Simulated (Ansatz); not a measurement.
# CsPbCl3 (Pm-3m) in Ansatz: further runs

The runs below take CsPbCl3 through single point, equation of state, with PBE.

Everything below comes from runs of Ansatz 0.2.0. Logs are shortened: lines on timing, memory, paths and dates and some standing lists are left out, and cuts for length are marked.

## 1. Starting point

It takes space group Pm-3m (No. 221, cubic). The conventional cell has a = 5.605 Å, b = 5.605 Å, c = 5.605 Å, α = 90.00°, β = 90.00°, γ = 90.00°. Pb (site symmetry m-3m) has 6 Cl at 2.80 Å as nearest neighbours. Around Cs (site symmetry m-3m) lie 12 Cl at 3.96 Å. Cl (site symmetry 4/mmm) has 2 Pb at 2.80 Å as nearest neighbours.

## 2. Single point, PBE, 33.10 Å³/atom (volume scaled by 0.94)

Input file input.yaml:

```yaml
crystal:
  lattice:
    - [5.4905801394, 0.0, 0.0]
    - [0.0, 5.4905801394, 0.0]
    - [0.0, 0.0, 5.4905801394]
  atoms:
    - { symbol: Pb, position: [0.5, 0.5, 0.5] }
    - { symbol: Cs, position: [0.0, 0.0, 0.0] }
    - { symbol: Cl, position: [0.5, 0.0, 0.5] }
    - { symbol: Cl, position: [0.0, 0.5, 0.5] }
    - { symbol: Cl, position: [0.5, 0.5, 0.0] }
hamiltonian:
  xc: pbe
  pseudopotentials: { kind: nc, source: spms }
kpoints:
  mp_grid: { grid: [5, 5, 5] }
scf:
  occupations: { method: fermi_dirac, width: 0.05 }
output:
  forces: true
  stress: true
  eigenvalues: true
```

Potentials or basis: SPMS NC.

Command:

```bash
ansatz run input.yaml --threads 2 --pin off --max-ram 5120MiB --backend cpu --events-out ev --progress --plain --runs-dir out
```

Standard output:

```text
Warning: RAYON_NUM_THREADS=2 ignored (pool sized by the plan → 2); use --threads N
Engine: ansatz 0.2.0, x86_64-unknown-linux-gnu
Pseudopotentials: kind: nc
Pseudopotential: Pb, nc, valence charge 14, recommended cutoff 380.959407443832 eV (normal), Pb.nc.azcp
Pseudopotential: Cs, nc, valence charge 9, recommended cutoff 408.17079368981996 eV (normal), Cs.nc.azcp
Pseudopotential: Cl, nc, valence charge 7, recommended cutoff 544.22772491976 eV (normal), Cl.nc.azcp
Functional definition: PBE
  parameter kappa = 0.804
  parameter beta = 0.06672455060314922
  exchange = pbe_x(kappa = kappa, mu = beta*pi^2/3)
  correlation = pbe_c(beta = beta)
Crystal: 5 atoms, lattice volume = 165.522 Å³
Basis set: ecut = 544.22772491976 eV, 4801 PW (Γ), exchange–correlation on 90×90×90 points (8 copies of the dense FFT grid, shifted against one another)
Bands: 27, of which v1, the nominal top of the filled ones, is band 22 counted from 1 (21 counted from 0)
Symmetry: 48 space group operations
Space group: Pm-3m (ITA 221), of the structure as read, at distance tolerance 5.5e-5 Å
k-points: 10 of 125
Non-local potential: Pb, projectors of the file, l = 0: 2, l = 1: 2, l = 2: 2
Non-local potential: Cs, projectors of the file, l = 0: 2, l = 1: 2, l = 2: 2, l = 3: 2
Non-local potential: Cl, projectors of the file, l = 0: 2, l = 1: 2, l = 2: 2
Initial density: superposition of atomic densities (chi_scale 0.1, normalization cell, long waves kept (reshape's long-wave potential 0.00 eV rms))
Initial wavefunctions: pseudopotential atomic-orbital guess
Functional: x = pbe(κ = 0.804, μ = 0.2195149727645171), c = pbe(β = 0.06672455060314922)
SCF iter   1: F=—  HF=-3689.073882 eV  |F-HF|=—  |Δ(HF+E_count)|=         —  Δρ=2.32e-2  dr2=2.15e0  ethr=3.10e-3  ⟨swp⟩=7.4  Hψ=1487  notcnv=0
preconditioner: auto → Resta (q_TF=auto, 2.188 Å⁻¹)  ε∞=3.1  [insulator: Δε(μ)=2.298 eV  Ē_g=12.886 eV  σ=0.050 eV  W_gap=1.00  n_scr=26 (ndim 8)  ℏωp=18.7 eV  f_vac=0.008  D(μ)=0.00/eV (n_scr^D=0)  ε∞_Penn≈3.1]
SCF iter   2: F=—  HF=-3688.346188 eV  |F-HF|=—  |Δ(HF+E_count)|=   7.28e-1  Δρ=1.12e-2  dr2=6.96e-1  ethr=3.10e-3  ⟨swp⟩=3.2  Hψ=556  notcnv=0  defer=8
SCF iter   3: F=—  HF=-3688.006757 eV  |F-HF|=—  |Δ(HF+E_count)|=   3.39e-1  Δρ=2.90e-3  dr2=3.45e-2  ethr=1.58e-3  ⟨swp⟩=4.4  Hψ=684  notcnv=0  defer=8
SCF iter   4: F=—  HF=-3688.000620 eV  |F-HF|=—  |Δ(HF+E_count)|=   6.14e-3  Δρ=1.21e-3  dr2=2.89e-3  ethr=7.85e-5  ⟨swp⟩=3.5  Hψ=542  notcnv=0  defer=9
SCF iter   5: F=—  HF=-3688.001453 eV  |F-HF|=—  |Δ(HF+E_count)|=   8.33e-4  Δρ=1.70e-4  dr2=3.45e-5  ethr=6.57e-6  ⟨swp⟩=2.0  Hψ=520  notcnv=0  defer=9
SCF iter   6: F=—  HF=-3688.001473 eV  |F-HF|=—  |Δ(HF+E_count)|=   2.02e-5  Δρ=3.51e-5  dr2=2.65e-6  ethr=7.84e-8  ⟨swp⟩=2.0  Hψ=485  notcnv=0  defer=9
SCF iter   7: F=-3688.001475 eV  HF=-3688.001475 eV  |F-HF|=2.82e-8  |Δ(HF+E_count)|=   1.55e-6  Δρ=5.06e-6  dr2=3.04e-8  ethr=2.27e-10  ⟨swp⟩=12.6  Hψ=2155  notcnv=0
SCF 1 converged in 7 iterations: F = -3688.001475 eV  dr2 = 3.04e-8
SCF converged after 7 iterations
Free energy (F): -3688.001475 eV
Harris-Foulkes:  -3688.001475 eV  (|F-HF|=2.82e-8)
Internal energy: -3688.001475 eV  (E = F + TS)
E sigma→0 (E₀):  -3688.001475 eV
Fermi energy:    6.101167 eV
--- Per-component energies (eV) ---
  E_band       = -195.328131
  E_kinetic    = 1285.160072
  E_local      = -2297.732168  (includes V_loc(G=0)·N_el)
  E_nonlocal   = -82.455034
  E_hartree    = 813.248403
  E_xc         = -976.421751
  E_vxc        = -726.799069  (∫ρ·V_xc dr)
  E_ewald      = -2429.800997
  E_smearing   = -0.000000  (= −TS)
  E_closure    = -0.000000  (closes the sum)
  Σ components = -3688.001475   (vs F -3688.001475, Δ=0.00e0)
--- Forces (eV/Å), atoms counted from 1 ---
  atom   1  Pb     0.00000000    -0.00000000    -0.00000000
  atom   2  Cs    -0.00000000     0.00000000     0.00000000
  atom   3  Cl     0.00000000    -0.00000000     0.00000000
  atom   4  Cl     0.00000000     0.00000000     0.00000000
  atom   5  Cl     0.00000000     0.00000000    -0.00000000
  max |Σ_I F_I| component: 5.07e-29 eV/Å
--- Stress (GPa, compression-positive) ---
        3.762629       0.000000       0.000000
        0.000000       3.762629       0.000000
       -0.000000       0.000000       3.762629
  P = ⅓ Tr σ = 3.7626 GPa (37.626 kbar)
--- Band table (eV; the first three rows and the last of 10) ---
  k-point 0: bands = ["-16.2926", "-11.7677", "-11.7677", "-11.4182", "-11.4182", "-11.4182", "-10.3878", "-9.2896", "-9.2896", "-3.1124", "-3.1124", "-3.1124", "-1.3588", "0.1006", "0.1006", "0.1006", "2.2609", "2.2609", "2.2609", "2.4016", "2.4016", "2.4016", "8.4420", "9.2363", "9.2363", "10.1759", "10.1759"]
  k-point 1: bands = ["-16.2914", "-11.7676", "-11.7196", "-11.4190", "-11.4190", "-11.4182", "-10.3311", "-9.4336", "-9.2887", "-3.1020", "-3.1016", "-3.1016", "-1.9551", "0.1247", "0.1247", "1.0096", "2.2132", "2.2240", "2.2240", "2.3564", "2.3564", "2.4610", "8.8357", "9.5344", "9.5380", "10.3161", "10.3798"]
  k-point 2: bands = ["-16.2896", "-11.7673", "-11.6388", "-11.4202", "-11.4202", "-11.4182", "-10.1429", "-9.7664", "-9.2872", "-3.0857", "-3.0838", "-3.0838", "-2.4611", "0.1648", "0.1648", "1.6228", "2.1390", "2.1716", "2.1716", "2.2767", "2.2767", "3.2345", "8.6545", "9.6767", "10.1197", "10.4221", "10.6159"]
  k-point 9: bands = ["-16.2851", "-11.5403", "-11.5403", "-11.4222", "-11.4222", "-11.4221", "-9.9415", "-9.8229", "-9.8229", "-4.0443", "-3.1678", "-3.1678", "-3.1499", "1.6158", "1.6940", "1.6940", "1.9688", "1.9688", "2.6537", "2.6537", "2.6894", "4.7150", "7.5224", "7.5224", "7.7397", "10.3105", "10.7616"]
```

Run time: 2.2 s. Hardware: 2 threads of Intel Xeon Platinum 8259CL at 2.50GHz (Skylake/Cascade Lake), shared host; peak memory 0.47 GiB.

What came out:

- Free energy: -3688.0015 eV
- Pressure: 3.8 GPa
- Band gap on the k mesh: 2.81 eV, direct

Caveat: odd divisions of the mesh miss points on the zone boundary, where band edges often lie, so the gap on the mesh can be too wide; spin-orbit coupling is left out, which as a rule narrows the gap of such compounds by several tenths of an eV.

## 3. Single point, PBE, 33.81 Å³/atom (volume scaled by 0.96)

Edit input.yaml of step 2 so:

```diff
@@ -2,5 +2,5 @@
   lattice:
-    - [5.4905801394, 0.0, 0.0]
-    - [0.0, 5.4905801394, 0.0]
-    - [0.0, 0.0, 5.4905801394]
+    - [5.5292474706, 0.0, 0.0]
+    - [0.0, 5.5292474706, 0.0]
+    - [0.0, 0.0, 5.5292474706]
   atoms:
@@ -22 +22,5 @@
   eigenvalues: true
+  write_density: true
+  write_potential: true
+  elf: true
+  volumetric_format: npy
```

Potentials or basis: SPMS NC.

Command:

```bash
ansatz run input.yaml --threads 2 --pin off --max-ram 5120MiB --backend cpu --events-out ev --progress --plain --runs-dir out
```

Wall time 2.6 s (2 threads of Intel Xeon Platinum 8259CL at 2.50GHz (Skylake/Cascade Lake), shared host); peak memory 0.48 GiB.

Results (log left out):

- Free energy: -3688.0756 eV
- Pressure: 3.0 GPa
- Band gap on the k mesh: 2.86 eV, direct

Caveat: odd divisions of the mesh miss points on the zone boundary, where band edges often lie, so the gap on the mesh can be too wide; spin-orbit coupling is left out, which as a rule narrows the gap of such compounds by several tenths of an eV.

## 4. Single point, PBE, 34.51 Å³/atom (volume scaled by 0.98)

Edit input.yaml of step 3 so:

```diff
@@ -2,5 +2,5 @@
   lattice:
-    - [5.5292474706, 0.0, 0.0]
-    - [0.0, 5.5292474706, 0.0]
-    - [0.0, 0.0, 5.5292474706]
+    - [5.5673814169, 0.0, 0.0]
+    - [0.0, 5.5673814169, 0.0]
+    - [0.0, 0.0, 5.5673814169]
   atoms:
@@ -22,5 +22 @@
   eigenvalues: true
-  write_density: true
-  write_potential: true
-  elf: true
-  volumetric_format: npy
```

Command:

```bash
ansatz run input.yaml --threads 2 --pin off --max-ram 5120MiB --backend cpu --events-out ev --progress --plain --runs-dir out
```

It took 2 s on 2 threads of Intel Xeon Platinum 8259CL at 2.50GHz (Skylake/Cascade Lake), shared host; peak memory 0.47 GiB.

It converged, with:

```yaml
Free_energy: -3688.1337 eV
Pressure: 2.3 GPa
Band_gap_on_the_k_mesh: 2.91 eV, direct
```

Caveat: odd divisions of the mesh miss points on the zone boundary, where band edges often lie, so the gap on the mesh can be too wide; spin-orbit coupling is left out, which as a rule narrows the gap of such compounds by several tenths of an eV.

## 5. Single point, PBE, 35.22 Å³/atom

Edit input.yaml of step 4 so:

```diff
@@ -2,5 +2,5 @@
   lattice:
-    - [5.5673814169, 0.0, 0.0]
-    - [0.0, 5.5673814169, 0.0]
-    - [0.0, 0.0, 5.5673814169]
+    - [5.605, 0.0, 0.0]
+    - [0.0, 5.605, 0.0]
+    - [0.0, 0.0, 5.605]
   atoms:
```

Command:

```bash
ansatz run input.yaml --threads 2 --pin off --max-ram 5120MiB --backend cpu --events-out ev --progress --plain --runs-dir out
```

Wall time 2 s (2 threads of Intel Xeon Platinum 8259CL at 2.50GHz (Skylake/Cascade Lake), shared host); peak memory 0.48 GiB.

It converged, with:

* Free energy: -3688.1776 eV
* Pressure: 1.7 GPa
* Band gap on the k mesh: 2.96 eV, direct

Caveat: odd divisions of the mesh miss points on the zone boundary, where band edges often lie, so the gap on the mesh can be too wide; spin-orbit coupling is left out, which as a rule narrows the gap of such compounds by several tenths of an eV.

## 6. Single point, PBE, 35.92 Å³/atom (volume scaled by 1.02)

Edit input.yaml of step 5 so:

```diff
@@ -2,5 +2,5 @@
   lattice:
-    - [5.605, 0.0, 0.0]
-    - [0.0, 5.605, 0.0]
-    - [0.0, 0.0, 5.605]
+    - [5.6421202871, 0.0, 0.0]
+    - [0.0, 5.6421202871, 0.0]
+    - [0.0, 0.0, 5.6421202871]
   atoms:
@@ -22 +22,5 @@
   eigenvalues: true
+  write_density: true
+  write_potential: true
+  elf: true
+  volumetric_format: npy
```

Potentials or basis: SPMS NC.

Command:

```bash
ansatz run input.yaml --threads 2 --pin off --max-ram 5120MiB --backend cpu --events-out ev --progress --plain --runs-dir out
```

It took 2.7 s on 2 threads of Intel Xeon Platinum 8259CL at 2.50GHz (Skylake/Cascade Lake), shared host; peak memory 0.48 GiB.

The run converged. Its results:

| Item | Value |
| --- | --- |
| Free energy | -3688.2084 eV |
| Pressure | 1.1 GPa |
| Band gap on the k mesh | 3.00 eV, direct |

Caveat: odd divisions of the mesh miss points on the zone boundary, where band edges often lie, so the gap on the mesh can be too wide; spin-orbit coupling is left out, which as a rule narrows the gap of such compounds by several tenths of an eV.

## 7. Single point, PBE, 36.63 Å³/atom (volume scaled by 1.04)

Edit input.yaml of step 6 so:

```diff
@@ -2,5 +2,5 @@
   lattice:
-    - [5.6421202871, 0.0, 0.0]
-    - [0.0, 5.6421202871, 0.0]
-    - [0.0, 0.0, 5.6421202871]
+    - [5.6787584584, 0.0, 0.0]
+    - [0.0, 5.6787584584, 0.0]
+    - [0.0, 0.0, 5.6787584584]
   atoms:
@@ -22,5 +22 @@
   eigenvalues: true
-  write_density: true
-  write_potential: true
-  elf: true
-  volumetric_format: npy
```

Command:

```bash
ansatz run input.yaml --threads 2 --pin off --max-ram 5120MiB --backend cpu --events-out ev --progress --plain --runs-dir out
```

Wall time 2.3 s (2 threads of Intel Xeon Platinum 8259CL at 2.50GHz (Skylake/Cascade Lake), shared host); peak memory 0.48 GiB.

The run converged. Its results:

```yaml
Free_energy: -3688.2277 eV
Pressure: 0.6 GPa
Band_gap_on_the_k_mesh: 3.04 eV, direct
```

Caveat: odd divisions of the mesh miss points on the zone boundary, where band edges often lie, so the gap on the mesh can be too wide; spin-orbit coupling is left out, which as a rule narrows the gap of such compounds by several tenths of an eV.

## 8. Single point, PBE, 37.33 Å³/atom (volume scaled by 1.06)

Edit input.yaml of step 7 so:

```diff
@@ -2,5 +2,5 @@
   lattice:
-    - [5.6787584584, 0.0, 0.0]
-    - [0.0, 5.6787584584, 0.0]
-    - [0.0, 0.0, 5.6787584584]
+    - [5.7149298697, 0.0, 0.0]
+    - [0.0, 5.7149298697, 0.0]
+    - [0.0, 0.0, 5.7149298697]
   atoms:
```

Command:

```bash
ansatz run input.yaml --threads 2 --pin off --max-ram 5120MiB --backend cpu --events-out ev --progress --plain --runs-dir out
```

Run time: 2.2 s. Hardware: 2 threads of Intel Xeon Platinum 8259CL at 2.50GHz (Skylake/Cascade Lake), shared host; peak memory 0.48 GiB.

Results (log left out):

```yaml
Free_energy: -3688.2365 eV
Pressure: 0.2 GPa
Band_gap_on_the_k_mesh: 3.08 eV, direct
```

Caveat: odd divisions of the mesh miss points on the zone boundary, where band edges often lie, so the gap on the mesh can be too wide; spin-orbit coupling is left out, which as a rule narrows the gap of such compounds by several tenths of an eV.

## 9. Equation of state, PBE

Potentials or basis: SPMS NC.

No new run: the results of the series are fitted here.

Results:

```
Equilibrium volume : 37.63 Å³/atom (rough: see the caveat)
Bulk modulus       : 22 GPa (rough)
```

Energy against volume, from the lowest point:
```
volume (Å³/atom)  energy (meV/atom)
          33.104              47.00
          33.809              32.17
          34.513              20.55
          35.217              11.78
          35.922               5.62
          36.626               1.76
          37.330               0.00
```

Caveat: the minimum lies outside the volumes run.
